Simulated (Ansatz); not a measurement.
ZnO:

```
CELL_PARAMETERS angstrom
2.68821 0.00000 0.00000
0.00000 2.68821 0.00000
0.00000 0.00000 2.68821
ATOMIC_POSITIONS crystal
Zn 0.00000 0.00000 0.00000
O 0.50000 0.50000 0.50000
```

The cell was built by a generator and needn't be a form met in nature.

| Property | Result |
| --- | --- |
| Program | Ansatz 0.2.0 |
| Task | relaxation of cell and atoms |
| Functional | HF |
| Potentials or basis | Ansatz PAW |
| Cutoff | 420 eV (not typed: the program's choice for these potentials) |
| k mesh | 5 × 5 × 5 |
| Occupations | fermi-dirac, width 0.05 eV |
| Spin | no spin polarisation |

At the start: volume 9.71 Å³/atom.

**Question.** Where does the relaxation end?

**Answer.** It ends after 7 steps and the volume is 9.35 Å³/atom (-3.8 %); space group Pm-3m (No. 221, to 0.05 Å).

The path:
```
step  energy change (eV)  largest force (eV/Å)  volume (Å³)
   1              0.0000                0.0000        19.43
   2             -0.0162                0.0000        18.93
   3             -0.0188                0.0000        18.69
   4             -0.0188                0.0000        18.70
   5             -0.0165                0.0000        18.70
   6             -0.0165                0.0000        18.69
   7             -0.0165                0.0000        18.69
```

Final structure:
```
CELL_PARAMETERS angstrom
2.65396 0.00000 0.00000
0.00000 2.65396 0.00000
0.00000 0.00000 2.65396
ATOMIC_POSITIONS crystal
Zn 0.00000 0.00000 0.00000
O 0.50000 0.50000 0.50000
```

Caveat: the k mesh is coarse (spacing up to 0.47 Å⁻¹), so the values aren't converged, least of all with exact exchange; the plane-wave basis is chosen anew once the cell has moved, so the energies of steps on either side of that aren't comparable; the pressure holds a Pulay correction of +0.6 GPa for the finite cutoff; the PAW data sets come from PBE, with cores solved anew for the run's functional, which leaves a small shift of forces and pressure.
